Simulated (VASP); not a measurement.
InP (zincblende): one PBE with spin–orbit coupling single-point calculation in two programs

```
In P
1.0
     0.00000    2.95379    2.95379
     2.95379    0.00000    2.95379
     2.95379    2.95379    0.00000
In P
1 1
Direct
  0.00000 0.00000 0.00000
  0.25000 0.25000 0.25000
```

Each program uses its own PAW datasets. VASP's cell holds 18 valence electrons and Ansatz's 18.

Cutoffs: 520 eV in VASP, 420 eV in Ansatz. k meshes: 8×8×8 and 8×8×8.

```
                              VASP   Ansatz
gap between bands v and c  0.55 eV  0.56 eV
         least direct gap  0.55 eV  0.56 eV
```

Band v is the last that the valence electrons fill when counted band by band, and c is the next. Levels in eV from the top of v, Ansatz:

| point | v−2 | v | c | c+2 |
| --- | --- | --- | --- | --- |
| Γ | 0.00 | 0.00 | 0.56 | 3.75 |
| X | -2.32 | -2.23 | 1.78 | 2.24 |
| W | -2.88 | -2.77 | 4.24 | 4.26 |
| K | -3.18 | -1.90 | 2.34 | 4.30 |
| L | -1.03 | -0.92 | 1.42 | 4.68 |

VASP:

```
point    v−2      v     c   c+2
    Γ   0.00   0.00  0.55  3.76
    X  -2.32  -2.23  1.77  2.24
    W  -2.88  -2.77  4.24  4.26
    K  -3.18  -1.90  2.34  4.30
    L  -1.02  -0.92  1.41  4.69
```
